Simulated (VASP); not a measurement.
# CaF2 (Fluorite) (Fm-3m) in VASP: a series of runs

Runs on CaF2 (Fluorite). Level: r2SCAN. Tasks: single point.

Everything below comes from runs of VASP 6.6.1. Logs are shortened: lines on timing, memory, paths and dates and some standing lists are left out, and cuts for length are marked.

## 1. The structure

Symmetry: Fm-3m, No. 225, cubic system. Conventional cell: a = 5.439 Å, b = 5.439 Å, c = 5.439 Å, α = 90.00°, β = 90.00°, γ = 90.00°. Around Ca (site symmetry m-3m) lie 8 F at 2.36 Å. F (site symmetry -43m) is surrounded by 4 Ca at 2.36 Å.

## 2. Single point, r2SCAN

File POSCAR:

```
CaF2
1.0
    0.0000000000      2.7194531268      2.7194531268
    2.7194531268      0.0000000000      2.7194531268
    2.7194531268      2.7194531268      0.0000000000
Ca F
1 2
Direct
    0.0000000000      0.0000000000      0.0000000000
    0.2500000000      0.2500000000      0.2500000000
    0.7500000000      0.7500000000      0.7500000000
```

File INCAR.step1:

```
SYSTEM = CaF2
  PREC = Accurate
  ENCUT = 520
  ISMEAR = 0
  SIGMA = 0.01
  LREAL = .False.
  LASPH = .True.
  NELM = 100
  NBANDS = 19
  GGA = PE
  ALGO = Normal
  EDIFF = 1E-4
  LWAVE = .True.
  LCHARG = .False.
```

File INCAR.step2:

```
SYSTEM = CaF2
  PREC = Accurate
  ENCUT = 520
  EDIFF = 1E-6
  ISMEAR = 0
  SIGMA = 0.01
  LREAL = .False.
  LASPH = .True.
  NELM = 100
  ALGO = Normal
  ISIF = 2
  LWAVE = .False.
  LCHARG = .False.
  METAGGA = R2SCAN
  LMIXTAU = .True.
  NBANDS = 19
  ISTART = 1
```

File KPOINTS:

```
regular mesh
0
Gamma
  8 8 8
  0 0 0
```

Potentials or basis: VASP PAW PBE potentials, release 64 (Ca_sv, F).

Started as:

```sh
$ cat potpaw_PBE.64/Ca_sv/POTCAR potpaw_PBE.64/F/POTCAR > POTCAR
$ cp INCAR.step1 INCAR
$ mpirun -np 1 vasp_std > vasp.out
$ cp INCAR.step2 INCAR
$ mpirun -np 1 vasp_std > vasp.out
```

OUTCAR:

```text
SYSTEM = CaF2
   PREC = Accurate
   ENCUT = 520
   EDIFF = 1E-6
   ISMEAR = 0
   LREAL = .False.
   LASPH = .True.
   NELM = 100
   ISIF = 2
   METAGGA = R2SCAN
   ISTART = 1

 ion  position               nearest neighbor table
   1  0.000  0.000  0.000-   2 2.36   3 2.36   3 2.36   3 2.36   3 2.36   2 2.36   2 2.36   2 2.36

   2  0.250  0.250  0.250-   1 2.36   1 2.36   1 2.36   1 2.36
   3  0.750  0.750  0.750-   1 2.36   1 2.36   1 2.36   1 2.36

  LATTYP: Found a face centered cubic cell.
 ALAT       =     5.4389062536

  Lattice vectors:

 A1 = (   0.0000000000,   2.7194531268,   2.7194531268)
 A2 = (   2.7194531268,   0.0000000000,   2.7194531268)
 A3 = (   2.7194531268,   2.7194531268,   0.0000000000)

Analysis of symmetry for initial positions (statically):
=====================================================================
 Subroutine PRICEL returns:
 Original cell was already a primitive cell.

 Routine SETGRP: Setting up the symmetry group for a
 face centered cubic supercell.

 Subroutine GETGRP returns: Found 48 space group operations
 (whereof 48 operations were pure point group operations)
 out of a pool of 48 trial point group operations.

The static configuration has the point symmetry O_h .

Analysis of symmetry for dynamics (positions and initial velocities):
=====================================================================
 Subroutine PRICEL returns:
 Original cell was already a primitive cell.

 Routine SETGRP: Setting up the symmetry group for a
 face centered cubic supercell.

 Subroutine GETGRP returns: Found 48 space group operations
 (whereof 48 operations were pure point group operations)
 out of a pool of 48 trial point group operations.

The dynamic configuration has the point symmetry O_h .

 Subroutine INISYM returns: Found 48 space group operations
 (whereof 48 operations are pure point group operations),
 and found     1 'primitive' translations

----------------------------------------------------------------------------------------

                                     Primitive cell

  volume of cell :      40.2230

  direct lattice vectors                    reciprocal lattice vectors
     0.000000000  2.719453127  2.719453127    -0.183860496  0.183860496  0.183860496
     2.719453127  0.000000000  2.719453127     0.183860496 -0.183860496  0.183860496
     2.719453127  2.719453127  0.000000000     0.183860496  0.183860496 -0.183860496

  length of vectors
     3.845887494  3.845887494  3.845887494     0.318455720  0.318455720  0.318455720

  position of ions in fractional coordinates (direct lattice)
     0.000000000  0.000000000  0.000000000
     0.250000000  0.250000000  0.250000000
     0.750000000  0.750000000  0.750000000

  ion indices of the primitive-cell ions
   primitive index   ion index
                 1           1
                 2           2
                 3           3

----------------------------------------------------------------------------------------

 KPOINTS: regular mesh

Automatic generation of k-mesh.
 Grid dimensions read from file:
 generate k-points for:    8    8    8

 Generating k-lattice:

  Cartesian coordinates                     Fractional coordinates (reciprocal lattice)
    -0.022982562  0.022982562  0.022982562     0.125000000  0.000000000  0.000000000
     0.022982562 -0.022982562  0.022982562     0.000000000  0.125000000  0.000000000
     0.022982562  0.022982562 -0.022982562     0.000000000  0.000000000  0.125000000

  Length of vectors
     0.039806965  0.039806965  0.039806965

  Shift w.r.t. Gamma in fractional coordinates (k-lattice)
     0.000000000  0.000000000  0.000000000

 Subroutine IBZKPT returns following result:
 ===========================================

 Found     29 irreducible k-points:

 Following reciprocal coordinates:
            Coordinates               Weight
  0.000000  0.000000  0.000000      1.000000
  0.125000  0.000000  0.000000      8.000000
  0.250000  0.000000  0.000000      8.000000
  0.375000  0.000000  0.000000      8.000000
  0.500000  0.000000  0.000000      4.000000
  0.125000  0.125000  0.000000      6.000000
[... 16 lines left out ...]
  0.500000  0.250000  0.125000     48.000000
 -0.375000  0.250000  0.125000     24.000000
 [... further k-points ...]
   k-points           NKPTS =     29   k-points in BZ     NKDIM =     29   number of bands    NBANDS=     19
   number of dos      NEDOS =    301   number of ions     NIONS =      3
   total plane-waves  NPLWV =  27000
   dimension x,y,z NGX =    30 NGY =   30 NGZ =   30
   dimension x,y,z NGXF=    60 NGYF=   60 NGZF=   60
   ions per type =               1   2
   NGX,Y,Z   is equivalent  to a cutoff of  12.97, 12.97, 12.97 a.u.
   NGXF,Y,Z  is equivalent  to a cutoff of  25.94, 25.94, 25.94 a.u.
 SYSTEM =  CaF2
   PREC   = accura    normal or accurate (medium, high low for compatibility)
   ISTART =      1    job   : 0-new  1-cont  2-samecut
   ICHARG =      0    charge: 1-file 2-atom 10-const
   ISPIN  =      1    spin polarized calculation?
   LNONCOLLINEAR =      F non collinear calculations
   LSORBIT =      F    spin-orbit coupling
   LASPH  =      T    aspherical Exc in radial PAW
   ENCUT  =  520.0 eV  38.22 Ry    6.18 a.u.   7.15  7.15  7.15*2*pi/ulx,y,z
   NELM   =    100;   NELMIN=  2; NELMDL=  0     # of ELM steps
   EDIFF  = 0.1E-05   stopping-criterion for ELM
   LREAL  =      F    real-space projection
   EDIFFG = 0.1E-04   stopping-criterion for IOM
   NSW    =      0    number of steps for IOM
   IBRION =     -1    ionic relax: 0-MD 1-quasi-New 2-CG
   NFREE  =      0    steps in history (QN), initial steepest desc. (CG)
   ISIF   =      2    stress and relaxation
   ISYM   =      2    0-nonsym 1-usesym 2-fastsym
   POTIM  = 0.5000    time-step for ionic-motion
   TEBEG  =    0.0;   TEEND  =   0.0 temperature during run
   PSTRESS=    0.0 pullay stress
   NELECT =      24.0000    total number of electrons
   NUPDOWN=      -1.0000    fix difference up-down
   EMIN   =  10.00;   EMAX   =-10.00  energy-range for DOS
   EFERMI =   0.00;   METHOD = LEGACY
   ISMEAR =     0;   SIGMA  =   0.01  broadening in eV -4-tet -1-fermi 0-gaus
   EFERMI_NEDOS =   21; number of points for ismear=-14 and -15
   IALGO  =     38    algorithm
   IMIX   =      4    mixing-type and parameters
     AMIX     =   0.40;   BMIX     =  1.00
     AMIX_MAG =   1.60;   BMIX_MAG =  1.00
  volume/ion in A,a.u.               =      13.41        90.48
  Fermi-wavevector in a.u.,A,eV,Ry     =   1.378226  2.604469 25.844348  1.899506
  Thomas-Fermi vector in A             =   2.503307
   LORBIT       =      0    0 simple, 1 ext, 2 COOP (PROOUT), +10 PAW based schemes
   METAGGA = R2SCAN    functional components
   LHFCALC =     F    Hartree Fock is set to
   AEXX    =    0.0000 exact exchange contribution
   IVDW    =     0    specifies the selected vdW correction
   LEPSILON=     F    determine dielectric tensor
   LRPA    =     F    only Hartree local field effects (RPA)
 non-spin polarized calculation
 Gauss-broadening in eV      SIGMA  =   0.01
  energy-cutoff  :      520.00
  volume of cell :       40.22
 maximum number of plane-waves:      1106
 NGX is ok and might be reduce to    30
   NGX = 15   NGY = 15   NGZ = 15

 number of electron      23.9999983 magnetization

 Free energy of the ion-electron system (eV)
  ---------------------------------------------------
  ext. energy  EPLUGINS =         0.00000000
  ---------------------------------------------------
  free energy    TOTEN  =       -25.94822211 eV

  energy without entropy =      -25.94822211  energy(sigma->0) =      -25.94822211

 E-fermi :  -1.3475     XC(G=0): -10.3135

 val. band max:       -1.4725624823   @ k =   0.5000   0.5000   0.0000
 cond. band min:       6.5488784296   @ k =   0.0000   0.0000   0.0000
 fundamental gap:      8.0214409119
 Fermi energy:        -1.3474609929

 k-point     1 :       0.0000    0.0000    0.0000
  band No.  band energies     occupation
      1     -38.6612      2.00000
      2     -22.5678      2.00000
      3     -21.8003      2.00000
      4     -18.7241      2.00000
      5     -18.7241      2.00000
      6     -18.7241      2.00000
[... 11 lines left out ...]
     18      10.7859      0.00000
     19      16.4619      0.00000

 k-point     2 :       0.1250    0.0000    0.0000
  band No.  band energies     occupation
      1     -38.6558      2.00000
      2     -22.5969      2.00000
      3     -21.8384      2.00000
      4     -18.7307      2.00000
      5     -18.7306      2.00000
      6     -18.6680      2.00000
[... 11 lines left out ...]
     18      10.7435      0.00000
     19      15.7313      0.00000

 k-point     3 :       0.2500    0.0000    0.0000
  band No.  band energies     occupation
      1     -38.6430      2.00000
      2     -22.6410      2.00000
      3     -21.9616      2.00000
      4     -18.7463      2.00000
      5     -18.7462      2.00000
      6     -18.5244      2.00000
[... 11 lines left out ...]
     18      10.6419      0.00000
     19      14.4669      0.00000

 k-point     4 :       0.3750    0.0000    0.0000
  band No.  band energies     occupation
      1     -38.6302      2.00000
      2     -22.6411      2.00000
      3     -22.1318      2.00000
      4     -18.7618      2.00000
      5     -18.7617      2.00000
      6     -18.3721      2.00000
[... 407 lines left out ...]
     18      10.7451      0.00000
     19      14.9970      0.00000

 k-point    23 :       0.5000    0.2500    0.1250
  band No.  band energies     occupation
      1     -38.6231      2.00000
      2     -22.6343      2.00000
      3     -22.2311      2.00000
      4     -18.7869      2.00000
      5     -18.6442      2.00000
      6     -18.3967      2.00000
[... 11 lines left out ...]
     18      11.3172      0.00000
     19      14.3968      0.00000

 k-point    24 :      -0.3750    0.2500    0.1250
  band No.  band energies     occupation
      1     -38.6188      2.00000
      2     -22.5603      2.00000
      3     -22.3675      2.00000
      4     -18.7946      2.00000
      5     -18.6019      2.00000
      6     -18.3833      2.00000
[... 11 lines left out ...]
     18      11.8133      0.00000
     19      13.9812      0.00000

 [... further k-points ...]

------------------------ aborting loop because EDIFF is reached ----------------------------------------

  FORCE on cell =-STRESS in cart. coord.  units (eV):
  Direction    XX          YY          ZZ          XY          YZ          ZX
  --------------------------------------------------------------------------------------
  -------------------------------------------------------------------------------------
  Total        0.1563038      0.1563038      0.1563038      0.0000000     -0.0000000      0.0000000
  in kB        6.2259457      6.2259457      6.2259457      0.0000000     -0.0000000      0.0000000
  external PRESSURE =       6.2259457 kB  Pullay stress =       0.0000000 kB

 VOLUME and BASIS-vectors are now :
 -----------------------------------------------------------------------------
  energy-cutoff  :      520.00
  volume of cell :       40.22
      direct lattice vectors                 reciprocal lattice vectors
     0.000000000  2.719453127  2.719453127    -0.183860496  0.183860496  0.183860496
     2.719453127  0.000000000  2.719453127     0.183860496 -0.183860496  0.183860496
     2.719453127  2.719453127  0.000000000     0.183860496  0.183860496 -0.183860496

 POSITION                                       TOTAL-FORCE (eV/Angst)
 -----------------------------------------------------------------------------------
      0.00000      0.00000      0.00000        -0.000000     -0.000000      0.000000
      1.35973      1.35973      1.35973         0.000000      0.000000      0.000000
      4.07918      4.07918      4.07918        -0.000000     -0.000000     -0.000000
 -----------------------------------------------------------------------------------
    total drift:                                0.000000     -0.000000      0.000000

  FREE ENERGIE OF THE ION-ELECTRON SYSTEM (eV)
  ---------------------------------------------------
  free  energy   TOTEN  =       -25.9482221149 eV

  energy  without entropy=      -25.9482221149  energy(sigma->0) =      -25.94822211
```

Run time: 42 s. Hardware: 1 thread of Intel Xeon 6975P-C (Granite Rapids), shared host; peak memory 0.18 GiB.

Results:

```yaml
Free_energy: -25.9482 eV
Pressure: 0.6 GPa
Band_gap_on_the_k_mesh: 8.02 eV, indirect (least direct gap 8.28 eV)
```

Levels at points of the mesh, in eV from the valence-band top:
| k point | band 10 | band 11 | band 12 | band 13 | band 14 | band 15 |
| --- | --- | --- | --- | --- | --- | --- |
| (0.00, 0.00, 0.00) | -0.26 | -0.26 | -0.26 | 8.02 | 10.05 | 10.05 |
| (0.50, 0.00, 0.00) | -1.26 | -0.84 | -0.84 | 10.25 | 10.25 | 10.74 |
| (0.50, 0.50, 0.00) | -0.36 | -0.36 | 0.00 | 8.79 | 10.51 | 11.00 |

Caveat: the PAW data sets were made with another functional, which shifts forces and pressure a little.

## 3. Single point, r2SCAN

This run uses another cell than the first one, of 13.61 Å³/atom, 1.015 times its volume.

File POSCAR:

```
CaF2
1.0
    0.0000000000      2.7330503924      2.7330503924
    2.7330503924      0.0000000000      2.7330503924
    2.7330503924      2.7330503924      0.0000000000
Ca F
1 2
Direct
    0.0000000000      0.0000000000      0.0000000000
    0.2500000000      0.2500000000      0.2500000000
    0.7500000000      0.7500000000      0.7500000000
```

File INCAR.step1:

```
ALGO = Normal ; EDIFF = 1E-4
ENCUT = 520 ; GGA = PE
ISMEAR = 0 ; LASPH = T
LCHARG = F ; LREAL = F
LWAVE = T ; NBANDS = 19
NELM = 100 ; PREC = Accurate
SIGMA = 0.01
```

File INCAR.step2:

```
ALGO = Normal ; EDIFF = 1E-6
ENCUT = 520 ; ISIF = 2
ISMEAR = 0 ; ISTART = 1
LASPH = T ; LCHARG = F
LMIXTAU = T ; LREAL = F
LWAVE = F ; METAGGA = R2SCAN
NBANDS = 19 ; NELM = 100
PREC = Accurate ; SIGMA = 0.01
```

File KPOINTS:

```
k-points
0
Gamma
  8 8 8
```

Potentials or basis: VASP PAW PBE potentials, release 64 (Ca_sv, F).

Started as:

```sh
$ cat potpaw_PBE.64/Ca_sv/POTCAR potpaw_PBE.64/F/POTCAR > POTCAR
$ cp INCAR.step1 INCAR
$ mpirun -np 1 vasp_std > vasp.out
$ cp INCAR.step2 INCAR
$ mpirun -np 1 vasp_std > vasp.out
```

OUTCAR:

```text
EDIFF = 1E-6
   ENCUT = 520
   ISIF = 2
   ISMEAR = 0
   ISTART = 1
   LASPH = T
   LREAL = F
   METAGGA = R2SCAN
   NELM = 100
   PREC = Accurate

 ion  position               nearest neighbor table
   1  0.000  0.000  0.000-   2 2.37   3 2.37   3 2.37   3 2.37   3 2.37   2 2.37   2 2.37   2 2.37

   2  0.250  0.250  0.250-   1 2.37   1 2.37   1 2.37   1 2.37
   3  0.750  0.750  0.750-   1 2.37   1 2.37   1 2.37   1 2.37

  LATTYP: Found a face centered cubic cell.
 ALAT       =     5.4661007848

  Lattice vectors:

 A1 = (   0.0000000000,   2.7330503924,   2.7330503924)
 A2 = (   2.7330503924,   0.0000000000,   2.7330503924)
 A3 = (   2.7330503924,   2.7330503924,   0.0000000000)

Analysis of symmetry for initial positions (statically):
=====================================================================
 Subroutine PRICEL returns:
 Original cell was already a primitive cell.

 Routine SETGRP: Setting up the symmetry group for a
 face centered cubic supercell.

 Subroutine GETGRP returns: Found 48 space group operations
[... 165 lines left out ...]
  free energy    TOTEN  =       -25.94937940 eV

  energy without entropy =      -25.94937940  energy(sigma->0) =      -25.94937940

 E-fermi :  -1.4874     XC(G=0): -10.2330

 val. band max:       -1.5517231171   @ k =   0.5000   0.5000   0.0000
 cond. band min:       6.3811314428   @ k =   0.0000   0.0000   0.0000
 fundamental gap:      7.9328545599
 Fermi energy:        -1.4873924312

 k-point     1 :       0.0000    0.0000    0.0000
  band No.  band energies     occupation
      1     -38.8141      2.00000
      2     -22.6098      2.00000
      3     -21.8647      2.00000
      4     -18.8769      2.00000
      5     -18.8769      2.00000
      6     -18.8769      2.00000
[... 505 lines left out ...]
      6     -18.5473      2.00000
[... 11 lines left out ...]
     18      11.6255      0.00000
     19      13.7162      0.00000

 [... further k-points ...]

------------------------ aborting loop because EDIFF is reached ----------------------------------------

  FORCE on cell =-STRESS in cart. coord.  units (eV):
  Direction    XX          YY          ZZ          XY          YZ          ZX
  --------------------------------------------------------------------------------------
  -------------------------------------------------------------------------------------
  Total       -0.1868614     -0.1868614     -0.1868614     -0.0000000     -0.0000000      0.0000000
  in kB       -7.3325890     -7.3325890     -7.3325890     -0.0000000     -0.0000000      0.0000000
  external PRESSURE =      -7.3325890 kB  Pullay stress =       0.0000000 kB

 VOLUME and BASIS-vectors are now :
 -----------------------------------------------------------------------------
  energy-cutoff  :      520.00
  volume of cell :       40.83
      direct lattice vectors                 reciprocal lattice vectors
     0.000000000  2.733050392  2.733050392    -0.182945767  0.182945767  0.182945767
     2.733050392  0.000000000  2.733050392     0.182945767 -0.182945767  0.182945767
     2.733050392  2.733050392  0.000000000     0.182945767  0.182945767 -0.182945767

 POSITION                                       TOTAL-FORCE (eV/Angst)
 -----------------------------------------------------------------------------------
      0.00000      0.00000      0.00000        -0.000000      0.000000      0.000000
      1.36653      1.36653      1.36653         0.000000     -0.000000     -0.000000
      4.09958      4.09958      4.09958        -0.000000      0.000000      0.000000
 -----------------------------------------------------------------------------------
    total drift:                                0.000000     -0.000000      0.000000

  FREE ENERGIE OF THE ION-ELECTRON SYSTEM (eV)
  ---------------------------------------------------
  free  energy   TOTEN  =       -25.9493794049 eV

  energy  without entropy=      -25.9493794049  energy(sigma->0) =      -25.94937940
```

OUTCAR.step1:

```text
EDIFF = 1E-4
   ENCUT = 520
   GGA = PE
   ISMEAR = 0
[... 756 lines left out ...]
      0.00000      0.00000      0.00000        -0.000000      0.000000     -0.000000
      1.36653      1.36653      1.36653         0.000000     -0.000000      0.000000
      4.09958      4.09958      4.09958        -0.000000      0.000000     -0.000000
 -----------------------------------------------------------------------------------
    total drift:                                0.000000     -0.000000      0.000000

  FREE ENERGIE OF THE ION-ELECTRON SYSTEM (eV)
  ---------------------------------------------------
  free  energy   TOTEN  =       -17.3304854100 eV

  energy  without entropy=      -17.3304854100  energy(sigma->0) =      -17.33048541
```

Run time: 42 s. Hardware: 1 thread of Intel Xeon 6975P-C (Granite Rapids), shared host; peak memory 0.18 GiB.

What came out:

```yaml
Free_energy: -25.9494 eV
Pressure: -0.7 GPa
Band_gap_on_the_k_mesh: 7.93 eV, indirect (least direct gap 8.19 eV)
```

Levels at points of the mesh, in eV from the valence-band top:
| k point | band 9 | band 10 | band 11 | band 12 | band 13 | band 14 | band 15 | band 16 |
| --- | --- | --- | --- | --- | --- | --- | --- | --- |
| (0.00, 0.00, 0.00) | -2.09 | -0.26 | -0.26 | -0.26 | 7.93 | 9.99 | 9.99 | 12.14 |
| (0.50, 0.00, 0.00) | -1.26 | -1.24 | -0.83 | -0.83 | 10.18 | 10.18 | 10.65 | 11.21 |
| (0.50, 0.50, 0.00) | -1.65 | -0.35 | -0.35 | 0.00 | 8.74 | 10.42 | 10.92 | 11.77 |

Caveat: the PAW data sets were made with another functional, which shifts forces and pressure a little. r2SCAN opens gaps a little over a GGA but as a rule still falls short of measured ones.
